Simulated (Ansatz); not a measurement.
# AlN (Fm-3m): the cell at rest

Task: relax AlN (Fm-3m) tightly.

Program: Ansatz 0.2.0. Level of theory: DFT LDA, scalar-relativistic, plane waves, PAW; PAW set soft_1. Results are calculated unless marked as measured.

Most raw output is cut from this account.

### Step 1. The starting structure

The structure is cubic, space group Fm-3m (No. 225). Conventional cell: a = 4.069 Å, b = 4.069 Å, c = 4.069 Å, α = 90.00°, β = 90.00°, γ = 90.00°. Nearest to Al lie 6 N at 2.03 Å. Nearest to N lie 6 Al at 2.03 Å. Farther neighbours and most contacts between anions are not listed.

### Step 2. Probe on a coarse mesh

First a cheap look: the gap decides the mesh and the occupations, the pressure tells how far the cell has to move.

Contents of input.yaml:

```yaml
crystal:
  lattice:
    - [0.0, 2.034518, 2.034518]
    - [2.034518, 0.0, 2.034518]
    - [2.034518, 2.034518, 0.0]
  atoms:
    - { symbol: Al, position: [0.5, 0.5, 0.5] }
    - { symbol: "N", position: [0.0, 0.0, 0.0] }
kpoints:
  mp_grid: { grid: [8, 8, 8] }
hamiltonian:
  xc: lda
  pseudopotentials: { kind: paw, azcp: { folder: soft_1 }, xc_functional: pbe }
scf:
  occupations: { method: gaussian, width: 0.1 }
output:
  forces: true
  stress: true
  eigenvalues: true
```

Started as:

```bash
ansatz run input.yaml --threads 4 --pin off --max-ram 10240MiB --backend cpu --events-out ev --progress --plain --runs-dir out
```

It took 0.28 s on 4 threads of Arm Neoverse V1, shared host; peak memory 0.23 GiB; 0.63 s of CPU time.

This step gave:

- pressure: -11.09 GPa
- gap on the k-mesh: 4.289 eV
- volume per atom: 8.421 Å³
- direct gap on mesh: 5.481 eV

The coarse mesh shows a gap of 4.29 eV and a pressure of -11.1 GPa.

### Step 3. Rough relaxation

The start is far from rest, so a relaxation with loose tolerances brings it close first.

Changes to input.yaml since step 2:

```diff
@@ -19 +19,6 @@
   eigenvalues: true
+relax:
+  adjacent_minimum: "off"
+  f_tol: 0.05
+  max_steps: 80
+  cell: { stress_tol: 0.5 }
```

The job ended after 0.86 s (4 threads; peak memory 0.25 GiB; 2.2 s of CPU time).

Relaxation path:

| step | energy less that of the first step (eV) | largest force component (eV/Å) | pressure (GPa) | volume (Å³) |
| --- | --- | --- | --- | --- |
| 1 | 0.0000 | 0.0000 | -11.09 | 16.84 |
| 2 | -0.0194 | 0.0000 | -5.96 | 16.50 |
| 3 | -0.0273 | 0.0000 | 0.40 | 16.11 |
| 4* | -0.0258 | 0.0000 | 0.23 | 16.11 |

Relaxation steps marked * repeat the geometry before them on a plane-wave basis chosen anew for their cell, so energy and pressure can jump there.

The run keeps the 48 symmetry operations that it works with, so distortions that break them were not tested.

| conventional cell, symmetrised | before | after | change |
| --- | --- | --- | --- |
| a (Å) | 4.069 | 4.009 | -1.5 % |
| b (Å) | 4.069 | 4.009 | -1.5 % |
| c (Å) | 4.069 | 4.009 | -1.5 % |
| volume (Å³/atom) | 8.42 | 8.05 | -4.4 % |

The relaxed structure:

```xyz
2
Lattice="0.0000 2.0046 2.0046 2.0046 0.0000 2.0046 2.0046 2.0046 0.0000" Properties=species:S:1:pos:R:3 pbc="T T T"
Al    2.0046    2.0046    2.0046
N     0.0000    0.0000    0.0000
```

Numbers from this step:

| Item | Value |
| --- | --- |
| pressure | 0.2266 GPa |
| gap on the k-mesh | 4.719 eV |
| volume per atom | 8.055 Å³ |
| direct gap on mesh | 6.124 eV |

In this step the volume went from 8.42 to 8.05 Å³/atom.

### Step 4. Relaxation

Harmonic phonons are second derivatives at a point where the forces vanish, and they are wanted at zero stress, so atoms and cell are relaxed first.

Contents of input.yaml:

```yaml
crystal:
  lattice:
    - [0.0, 2.0045623634, 2.0045623634]
    - [2.0045623634, 0.0, 2.0045623634]
    - [2.0045623634, 2.0045623634, 0.0]
  atoms:
    - { symbol: Al, position: [0.5, 0.5, 0.5] }
    - { symbol: "N", position: [0.0, 0.0, 0.0] }
kpoints:
  mp_grid: { grid: [10, 10, 10] }
hamiltonian:
  xc: lda
  pseudopotentials: { kind: paw, azcp: { folder: soft_1 }, xc_functional: pbe }
scf:
  occupations: { method: gaussian, width: 0.02 }
output:
  forces: true
  stress: true
  eigenvalues: true
  write_density: true
  write_potential: true
  elf: true
  volumetric_format: npy
relax:
  adjacent_minimum: "off"
  f_tol: 0.005
  max_steps: 80
  cell: { stress_tol: 0.05 }
```

It took 0.99 s on 4 threads; peak memory 0.26 GiB.

Little changed from the start: no atom moved by 0.005 Å and no cell edge by 0.1 %.

This step gave:

| Quantity | Value |
| --- | --- |
| pressure | 0.007462 GPa |
| gap on the k-mesh | 4.711 eV |
| volume per atom | 8.061 Å³ |
| direct gap on mesh | 6.113 eV |

ELF in the ac plane of the conventional cell at fractional y = 0.000, with atoms of Al and N within 0.2 Å of it. It is the smooth field of the valence electrons, not physical close to the nuclei.

Ten even steps from '_' (0.02) to '@' (0.82), each cell a mean:
```
==##@@@@++..______::##@@@@++
%%@@@@##--........::++%%@@@@
@@@@##--::--++**++----++%%@@
%%**--::--##@@@@%%++----++##
--::::--##@@@@@@@@%%++--::::
____::**@@@@##**%%@@%%++..__
____--%%@@%%==..**@@@@**..__
____::##@@@@++==##@@@@++..__
....::++%%@@@@%%@@@@##--....
**++----++%%@@@@@@##--::--++
@@%%++----++##%%**--::--##@@
@@@@%%++--::::--::::--##@@@@
**%%@@%%++..______::**@@@@##
..**@@@@**..______--%%@@%%==
```
Columns run along a (4.0 Å), rows up along c (4.0 Å), edges of the conventional cell, whose origin can differ from the input's. Atoms in or near the plane, at fractional coordinates: Al at (0.50, 0.00), Al at (0.00, 0.50), N at (0.00, 0.00), N at (0.50, 0.50).

Electrostatic potential energy in the ac plane of the conventional cell at fractional y = 0.000, with atoms of Al and N within 0.2 Å of it. With pseudopotentials it is smooth inside the atoms' cores, unlike the true potential.

Ten even steps from '_' (-42 eV) to '@' (25 eV), each cell a mean:
```
__::++##++**%%@@##++**##==..
--++####**++****++++####**==
**########**++++****########
****######################**
++++**######++++**####**++++
%%**++**##++::..--**##**++##
@@%%++****--____..++##++**@@
@@##++**##==..__::++##++**%%
**++++####**==--++####**++**
++****########**########**++
############******##########
++**####**++++++++**######++
..--**##**++##%%**++**##++::
__..++##++**@@@@%%++****--__
```
Columns run along a (4.0 Å; values clipped at the 3rd and 97th percentile), rows up along c (4.0 Å), edges of the conventional cell, whose origin can differ from the input's. Atoms in or near the plane, at fractional coordinates: Al at (0.50, 0.00), Al at (0.00, 0.50), N at (0.00, 0.00), N at (0.50, 0.50).

Valence density in the ac plane of the conventional cell at fractional y = 0.000, with atoms of Al and N within 0.2 Å of it. It is the smooth field of the valence electrons, not physical close to the nuclei.

Ten even steps from '0' (0.0 e/Å³) to '9' (3.5 e/Å³), each cell a mean:
```
97310000001259
64210000000135
22100000000012
10000111100001
00001234310000
00002478631000
00012699841000
00012599731000
00001356421000
00000122210000
11000011000011
43100000000123
86310000000247
98410000001269
```
Columns run along a (4.0 Å), rows up along c (4.0 Å), edges of the conventional cell, whose origin can differ from the input's. Atoms in or near the plane, at fractional coordinates: Al at (0.50, 0.00), Al at (0.00, 0.50), N at (0.00, 0.00), N at (0.50, 0.50).

In this step the volume went from 8.05 to 8.06 Å³/atom.

### Step 5. Relaxing to small forces for the phonons

Phonons need a cell at rest on their own settings, so the relaxation is repeated with tight tolerances on forces and stress on the k mesh and occupations of the first response run.

Contents of input.yaml:

```yaml
crystal:
  lattice:
    - [0.0, 2.0050836306, 2.0050836306]
    - [2.0050836306, 0.0, 2.0050836306]
    - [2.0050836306, 2.0050836306, 0.0]
  atoms:
    - { symbol: Al, position: [0.5, 0.5, 0.5] }
    - { symbol: "N", position: [0.0, 0.0, 0.0] }
kpoints:
  mp_grid: { grid: [12, 12, 12] }
hamiltonian:
  xc: lda
  pseudopotentials: { kind: paw, azcp: { folder: soft_1 }, xc_functional: pbe }
scf:
  occupations: { method: fixed }
output:
  forces: true
  stress: true
  eigenvalues: true
relax:
  adjacent_minimum: "off"
  f_tol: 0.001
  max_steps: 60
  cell: { stress_tol: 0.01 }
```

Elapsed: 0.89 s, on 4 threads; peak memory 0.26 GiB; 2.6 s of CPU time.

Little changed from the start: no atom moved by 0.005 Å and no cell edge by 0.1 %.

This step gave:

```yaml
pressure: 0.006348 GPa
```

The forces vanish by symmetry and the pressure is 0.006 GPa, within the tolerances set. The cell now holds 8.06 Å³/atom.

### Step 6. What came out

```yaml
space_group_after_relaxation_within_0p01_a: Fm-3m
lattice_constant_a: 4.010 Å
lattice_constant_b: 4.010 Å
lattice_constant_c: 4.010 Å
volume_per_atom: 8.06 Å³
gap_on_the_k_mesh: 4.71 eV
```

In words: The forces vanish by symmetry and the pressure is 0.006 GPa, within the tolerances set. The cell now holds 8.06 Å³/atom. The relaxation keeps the symmetry of its start, so it says nothing on stability against lower symmetry. The PAW files were made for PBE and serve the other functionals too.

[Logs are printed without paths, hosts, clocks, repeated set-up lines and the standing remarks that a program may print on its own settings, such as how far it seeks lower states.]

[Hosts, paths, dates, database ids (printed as entryN), source tags and the programs' standing remarks are cut or masked in the printed files.]
